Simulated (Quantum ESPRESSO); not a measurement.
HgTe (Coloradoite), 2 atoms in the cell. The structure is cubic, space group F-43m (No. 216). Conventional cell: a = 6.429 Å, b = 6.429 Å, c = 6.429 Å, α = 90.00°, β = 90.00°, γ = 90.00°. Around Hg (site symmetry -43m) lie 4 Te at 2.78 Å. Te (site symmetry -43m) is surrounded by 4 Hg at 2.78 Å. 

```yaml
Program: Quantum ESPRESSO 7.5
Task: phonon dispersion
Functional: LDA
Potentials_or_basis: GBRV 1.5 LDA
Cutoff: 612 eV
Density_cutoff: 4898 eV
k_mesh: 6 × 6 × 6
Occupations: cold, width 0.2 eV
Spin: no spin polarisation
Form_of_the_LDA_correlation: PZ81
Mixing_beta: 0.5
Most_SCF_iterations: 120
SCF_threshold: 4e-10 Ry
q_mesh: 2 × 2 × 2
```

Potentials or basis: GBRV 1.5 LDA.

Command:

```sh
$ OMP_NUM_THREADS=1 pw.x -in pw.in > pw.out
$ OMP_NUM_THREADS=1 pw.x -in relax.in > relax.out
$ OMP_NUM_THREADS=1 pw.x -in scf2.in > scf2.out
$ OMP_NUM_THREADS=1 ph.x -in ph.in > ph.out
$ OMP_NUM_THREADS=1 q2r.x -in q2r.in > q2r.out
$ OMP_NUM_THREADS=1 matdyn.x -in matdyn.in > matdyn.out
$ OMP_NUM_THREADS=1 matdyn.x -in matdyn_dos.in > matdyn_dos.out
$ OMP_NUM_THREADS=1 matdyn.x -in matdyn_mesh.in > matdyn_mesh.out
```

Hardware: 1 thread of Arm Neoverse V2, with other jobs on the host.

Q: How long does it take, and how much memory?

A: Run time: 15 min on 1 thread of Arm Neoverse V2, on a shared host, peak memory 0.23 GiB. Counts: scf iterations 49, k pools 1, bands 15, ion steps 5, k points 16, g dense 51493.
